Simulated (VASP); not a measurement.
# P in VASP: single point with PBEsol

Aim: the single point of P with PBEsol.

Program: VASP 6.6.1. These are calculated values, not measurements. Logs are shortened: lines on timing, memory, paths and dates and some standing lists are left out, and cuts for length are marked.

### Step 1. The cell of the first run

The cell holds a slab with vacuum, 6 atoms: a = 3.317 Å, b = 5.406 Å, c = 22.684 Å, α = 90.00°, β = 90.00°, γ = 107.87°.

The slab is cut from a database's or a generator's crystal, which needn't be the stable form of the element.

### Step 2. Single point, PBEsol (clean slab, lower half held)

Contents of INCAR:

```
SYSTEM = P
ALGO = Fast ; DIPOL = 0.5 0.5 0.488
EDIFF = 1E-6 ; ENCUT = 520
GGA = PS ; IDIPOL = 3
ISIF = 2 ; ISMEAR = 0
ISYM = 0 ; LASPH = .TRUE.
LCHARG = .TRUE. ; LDIPOL = .TRUE.
LELF = .TRUE. ; LREAL = .FALSE.
LVACPOTAV = .TRUE. ; LVHAR = .TRUE.
LWAVE = .FALSE. ; NBANDS = 24
NELM = 100 ; PREC = Accurate
SIGMA = 0.1
```

Contents of KPOINTS:

```
k-points
0
G
  9 6 1
  0 0 0
```

Contents of POSCAR:

```
P
1.0
    3.3174137827      0.0000000000      0.0000000000
   -1.6587068913      5.1453557354      0.0000000000
    0.0000000000      0.0000000000     22.6840304153
P
6
Direct
    0.8947174868      0.7894349736      0.3747129520
    0.3947174868      0.7894349736      0.4402593444
    0.6052825132      0.2105650264      0.4672268038
    0.0694122250      0.1381482093      0.5337992920
    0.8300705836      0.6578428453      0.5252587327
    0.2652413134      0.5276568672      0.5850384993
```

Potentials or basis: VASP PAW PBE potentials, release 64 (P).

Command:

```console
$ cat potpaw_PBE.64/P/POTCAR > POTCAR
$ mpirun -np 1 vasp_std > vasp.out
```

OUTCAR:

```text
SYSTEM = P
   EDIFF = 1E-6
   ENCUT = 520
   GGA = PS
   ISIF = 2
   ISMEAR = 0
   ISYM = 0
   LASPH = .TRUE.
   LREAL = .FALSE.
   NELM = 100
   PREC = Accurate

 ion  position               nearest neighbor table
   1  0.895  0.789  0.375-   2 2.23   2 2.23
   2  0.395  0.789  0.440-   1 2.23   1 2.23   3 2.25   5 2.63   5 2.63
   3  0.605  0.211  0.467-   2 2.25   4 2.27   4 2.27   5 2.65
   4  0.069  0.138  0.534-   3 2.27   3 2.27   6 2.32   5 2.48
   5  0.830  0.658  0.525-   6 2.24   6 2.25   4 2.48   2 2.63   2 2.63   3 2.65
   6  0.265  0.528  0.585-   5 2.24   5 2.25   4 2.32

IMPORTANT INFORMATION: All symmetrisations will be switched off!
NOSYMM: (Re-)initialisation of all symmetry stuff for point group C_1.

----------------------------------------------------------------------------------------

                                     Primitive cell

  volume of cell :     387.1999

  direct lattice vectors                    reciprocal lattice vectors
     3.317413783  0.000000000  0.000000000     0.301439635  0.097175011  0.000000000
    -1.658706891  5.145355735  0.000000000     0.000000000  0.194350022  0.000000000
     0.000000000  0.000000000 22.684030415     0.000000000  0.000000000  0.044083877

  length of vectors
     3.317413783  5.406107120 22.684030415     0.316715703  0.194350022  0.044083877

  position of ions in fractional coordinates (direct lattice)
     0.894717487  0.789434974  0.374712952
     0.394717487  0.789434974  0.440259344
     0.605282513  0.210565026  0.467226804
     0.069412225  0.138148209  0.533799292
     0.830070584  0.657842845  0.525258733
     0.265241313  0.527656867  0.585038499

  ion indices of the primitive-cell ions
   primitive index   ion index
                 1           1
                 2           2
                 3           3
                 4           4
                 5           5
                 6           6

----------------------------------------------------------------------------------------

 KPOINTS: k-points

Automatic generation of k-mesh.
 Grid dimensions read from file:
 generate k-points for:    9    6    1

 Generating k-lattice:

  Cartesian coordinates                     Fractional coordinates (reciprocal lattice)
     0.033493293  0.010797223  0.000000000     0.111111111  0.000000000  0.000000000
     0.000000000  0.032391670  0.000000000     0.000000000  0.166666667  0.000000000
     0.000000000  0.000000000  0.044083877     0.000000000  0.000000000  1.000000000

  Length of vectors
     0.035190634  0.032391670  0.044083877

  Shift w.r.t. Gamma in fractional coordinates (k-lattice)
     0.000000000  0.000000000  0.000000000

 -----------------------------------------------------------------------------
|                                                                             |
|           W    W    AA    RRRRR   N    N  II  N    N   GGGG   !!!           |
|           W    W   A  A   R    R  NN   N  II  NN   N  G    G  !!!           |
|           W    W  A    A  R    R  N N  N  II  N N  N  G       !!!           |
|           W WW W  AAAAAA  RRRRR   N  N N  II  N  N N  G  GGG   !            |
|           WW  WW  A    A  R   R   N   NN  II  N   NN  G    G                |
|           W    W  A    A  R    R  N    N  II  N    N   GGGG   !!!           |
|                                                                             |
|     Your reciprocal lattice and k-lattice belong to different lattice       |
|     classes:                                                                |
|                                                                             |
|        The reciprocal lattice is base centered orthorhombic,                |
|        whereas your k-lattice is simple monoclinic.                         |
|                                                                             |
|     Results are often still useful ...                                      |
|                                                                             |
 -----------------------------------------------------------------------------

 WARNING: IBZKPT: internal override: KBLOWUP is changed to .FALSE.
      ... skipping the blow-up phase ...

 Subroutine IBZKPT returns following result:
 ===========================================

 Found     28 irreducible k-points:

 Following reciprocal coordinates:
            Coordinates               Weight
  0.000000  0.000000  0.000000      1.000000
  0.111111  0.000000  0.000000      2.000000
  0.222222  0.000000  0.000000      2.000000
  0.333333 -0.000000  0.000000      2.000000
  0.444444  0.000000  0.000000      2.000000
  0.000000  0.166667  0.000000      2.000000
[... 16 lines left out ...]
 -0.111111  0.333333  0.000000      2.000000
  0.000000  0.500000  0.000000      1.000000
 [... further k-points ...]
   k-points           NKPTS =     28   k-points in BZ     NKDIM =     28   number of bands    NBANDS=     24
   number of dos      NEDOS =    301   number of ions     NIONS =      6
   total plane-waves  NPLWV = 201600
   dimension x,y,z NGX =    28 NGY =   40 NGZ =  180
   dimension x,y,z NGXF=    56 NGYF=   80 NGZF=  360
   ions per type =               6
   NGX,Y,Z   is equivalent  to a cutoff of  14.03, 12.30, 13.19 a.u.
   NGXF,Y,Z  is equivalent  to a cutoff of  28.06, 24.60, 26.38 a.u.
 SYSTEM =  P
   PREC   = accura    normal or accurate (medium, high low for compatibility)
   ISTART =      0    job   : 0-new  1-cont  2-samecut
   ICHARG =      2    charge: 1-file 2-atom 10-const
   ISPIN  =      1    spin polarized calculation?
   LNONCOLLINEAR =      F non collinear calculations
   LSORBIT =      F    spin-orbit coupling
   LASPH  =      T    aspherical Exc in radial PAW
   ENCUT  =  520.0 eV  38.22 Ry    6.18 a.u.   6.17 10.05 42.18*2*pi/ulx,y,z
   NELM   =    100;   NELMIN=  2; NELMDL= -5     # of ELM steps
   EDIFF  = 0.1E-05   stopping-criterion for ELM
   LREAL  =      F    real-space projection
   EDIFFG = 0.1E-04   stopping-criterion for IOM
   NSW    =      0    number of steps for IOM
   IBRION =     -1    ionic relax: 0-MD 1-quasi-New 2-CG
   NFREE  =      0    steps in history (QN), initial steepest desc. (CG)
   ISIF   =      2    stress and relaxation
   ISYM   =      0    0-nonsym 1-usesym 2-fastsym
   POTIM  = 0.5000    time-step for ionic-motion
   TEBEG  =    0.0;   TEEND  =   0.0 temperature during run
   PSTRESS=    0.0 pullay stress
   NELECT =      30.0000    total number of electrons
   NUPDOWN=      -1.0000    fix difference up-down
   EMIN   =  10.00;   EMAX   =-10.00  energy-range for DOS
   EFERMI =   0.00;   METHOD = LEGACY
   ISMEAR =     0;   SIGMA  =   0.10  broadening in eV -4-tet -1-fermi 0-gaus
   EFERMI_NEDOS =   21; number of points for ismear=-14 and -15
   IALGO  =     68    algorithm
   IMIX   =      4    mixing-type and parameters
     AMIX     =   0.40;   BMIX     =  1.00
     AMIX_MAG =   1.60;   BMIX_MAG =  1.00
  volume/ion in A,a.u.               =      64.53       435.49
  Fermi-wavevector in a.u.,A,eV,Ry     =   0.697917  1.318871  6.627228  0.487087
  Thomas-Fermi vector in A             =   1.781376
   LORBIT       =      0    0 simple, 1 ext, 2 COOP (PROOUT), +10 PAW based schemes
   GGA     = PS    functional components
   LHFCALC =     F    Hartree Fock is set to
   AEXX    =    0.0000 exact exchange contribution
   IVDW    =     0    specifies the selected vdW correction
   LEPSILON=     F    determine dielectric tensor
   LRPA    =     F    only Hartree local field effects (RPA)
 non-spin polarized calculation
 RMM-DIIS sequential band-by-band and
 Gauss-broadening in eV      SIGMA  =   0.10
  energy-cutoff  :      520.00
  volume of cell :      387.20
 maximum number of plane-waves:     10460
 NGX is ok and might be reduce to    28
   NGX = 13   NGY = 21   NGZ = 85

 dipolmoment           0.000000      0.000000      0.189114 electrons x Angstroem

 number of electron      30.0000001 magnetization

 dipolmoment           0.000000      0.000000     -0.075914 electrons x Angstroem

 Free energy of the ion-electron system (eV)
  ---------------------------------------------------
  ext. energy  EPLUGINS =         0.00000000
  ---------------------------------------------------
  free energy    TOTEN  =       -32.94821347 eV

  energy without entropy =      -32.93650121  energy(sigma->0) =      -32.94235734

 E-fermi :  -1.6790     XC(G=0):  -3.4579

 val. band max:       -1.6846750869   @ k =   0.4444   0.1667   0.0000
 cond. band min:      -1.6564700585   @ k =   0.0000   0.0000   0.0000
 fundamental gap:      0.0282050285
 Fermi energy:        -1.6790001817

 k-point     1 :       0.0000    0.0000    0.0000
  band No.  band energies     occupation
      1     -17.5223      2.00000
      2     -15.2098      2.00000
      3     -13.9386      2.00000
      4     -11.2864      2.00000
      5      -9.8864      2.00000
      6      -9.0065      2.00000
[... 16 lines left out ...]
     23       2.4761      0.00000
     24       3.2161      0.00000

 k-point     2 :       0.1111    0.0000    0.0000
  band No.  band energies     occupation
      1     -17.3600      2.00000
      2     -15.0811      2.00000
      3     -13.8186      2.00000
      4     -11.2419      2.00000
      5      -9.8598      2.00000
      6      -8.9978      2.00000
[... 16 lines left out ...]
     23       2.8207      0.00000
     24       3.1066      0.00000

 k-point     3 :       0.2222    0.0000    0.0000
  band No.  band energies     occupation
      1     -16.8768      2.00000
      2     -14.7073      2.00000
      3     -13.4547      2.00000
      4     -11.2941      2.00000
      5     -10.0783      2.00000
      6      -9.2262      2.00000
[... 16 lines left out ...]
     23       3.4113      0.00000
     24       3.6334      0.00000

 k-point     4 :       0.3333   -0.0000    0.0000
  band No.  band energies     occupation
      1     -16.0858      2.00000
      2     -14.1444      2.00000
      3     -12.8766      2.00000
      4     -12.0647      2.00000
      5     -10.7513      2.00000
      6      -9.7437      2.00000
[... 16 lines left out ...]
     23       3.1374      0.00000
     24       3.9208      0.00000

 k-point     5 :       0.4444    0.0000    0.0000
  band No.  band energies     occupation
      1     -15.0242      2.00000
      2     -13.9115      2.00000
      3     -13.1181      2.00000
      4     -11.9412      2.00000
      5     -11.5697      2.00000
      6     -10.6150      2.00000
[... 16 lines left out ...]
     23       2.9155      0.00000
     24       3.8999      0.00000

 k-point     6 :       0.0000    0.1667    0.0000
  band No.  band energies     occupation
      1     -17.3978      2.00000
      2     -15.3224      2.00000
      3     -14.1459      2.00000
      4     -11.4497      2.00000
      5      -9.7993      2.00000
      6      -8.6854      2.00000
[... 16 lines left out ...]
     23       2.6935      0.00000
     24       3.2989      0.00000
[... 379 lines left out ...]
 k-point    21 :      -0.3333    0.3333    0.0000
  band No.  band energies     occupation
      1     -16.0861      2.00000
      2     -14.1442      2.00000
      3     -12.8761      2.00000
      4     -12.0643      2.00000
      5     -10.7480      2.00000
      6      -9.7504      2.00000
[... 16 lines left out ...]
     23       3.1398      0.00000
     24       3.9236      0.00000

 k-point    22 :      -0.2222    0.3333    0.0000
  band No.  band energies     occupation
      1     -16.7135      2.00000
      2     -14.8725      2.00000
      3     -13.6592      2.00000
      4     -11.5530      2.00000
      5     -10.0425      2.00000
      6      -8.7284      2.00000
[... 16 lines left out ...]
     23       3.3735      0.00000
     24       3.5228      0.00000

 k-point    23 :      -0.1111    0.3333    0.0000
  band No.  band energies     occupation
      1     -17.0328      2.00000
      2     -15.4484      2.00000
      3     -14.1569      2.00000
      4     -11.5653      2.00000
      5      -9.9781      2.00000
      6      -7.8230      2.00000
[... 16 lines left out ...]
     23       2.6561      0.00000
     24       3.1639      0.00000

 k-point    24 :       0.0000    0.5000    0.0000
  band No.  band energies     occupation
      1     -16.5494      2.00000
      2     -16.3662      2.00000
      3     -14.3559      2.00000
      4     -11.7585      2.00000
      5     -10.2099      2.00000
      6      -7.1976      2.00000
[... 16 lines left out ...]
     23       2.4304      0.00000
     24       3.3966      0.00000

 [... further k-points ...]
[... 5 lines left out ...]
  --------------------------------------------------------------------------------------
  -------------------------------------------------------------------------------------
  Total       -3.1360776      0.3411476     -1.1807881      0.0507296      0.4129683     -0.0135140
  in kB      -12.9766355      1.4116196     -4.8859306      0.2099116      1.7088032     -0.0559188
  external PRESSURE =      -5.4836488 kB  Pullay stress =       0.0000000 kB

 VOLUME and BASIS-vectors are now :
 -----------------------------------------------------------------------------
  energy-cutoff  :      520.00
  volume of cell :      387.20
      direct lattice vectors                 reciprocal lattice vectors
     3.317413783  0.000000000  0.000000000     0.301439635  0.097175011  0.000000000
    -1.658706891  5.145355735  0.000000000     0.000000000  0.194350022  0.000000000
     0.000000000  0.000000000 22.684030415     0.000000000  0.000000000  0.044083877

 POSITION                                       TOTAL-FORCE (eV/Angst)
 -----------------------------------------------------------------------------------
      1.65871      4.06192      8.50000         0.010952     -0.114793      0.951266
      0.00000      4.06192      9.98686        -0.012493     -0.193570     -1.428127
      1.65871      1.08343     10.59859         0.000785      0.297025      0.473960
      0.00112      0.71082     12.10872         0.001209      0.028673     -0.014303
      1.66252      3.38484     11.91499        -0.000954     -0.041738      0.045392
      0.00469      2.71498     13.27103         0.000500      0.024404     -0.028188
 -----------------------------------------------------------------------------------
    total drift:                                0.000057     -0.000227      0.000137

  FREE ENERGIE OF THE ION-ELECTRON SYSTEM (eV)
  ---------------------------------------------------
  free  energy   TOTEN  =       -32.9482134651 eV

  energy  without entropy=      -32.9365012141  energy(sigma->0) =      -32.94235734

 vacuum level on the upper side and lower side of the slab         2.899         3.703
```

Run time: 3.7 min. Hardware: 1 thread of Intel Xeon 6975P-C (Granite Rapids), shared host; peak memory 0.55 GiB.

Results:

```
Free energy                     : -32.9482 eV
Largest force                   : 1.441 eV/Å
Band gap on the k mesh          : none (metal or under the smearing width)
Work function of the upper face : 4.58 eV
Work function of the lower face : 5.38 eV
```

Forces on the atoms (eV/Å):
```
P    0.011 -0.115  0.951
P   -0.012 -0.194 -1.428
P    0.001  0.297  0.474
P    0.001  0.029 -0.014
P   -0.001 -0.042  0.045
P    0.001  0.024 -0.028
```

Caveat: the PAW data sets were made with another functional, which shifts forces and pressure a little.
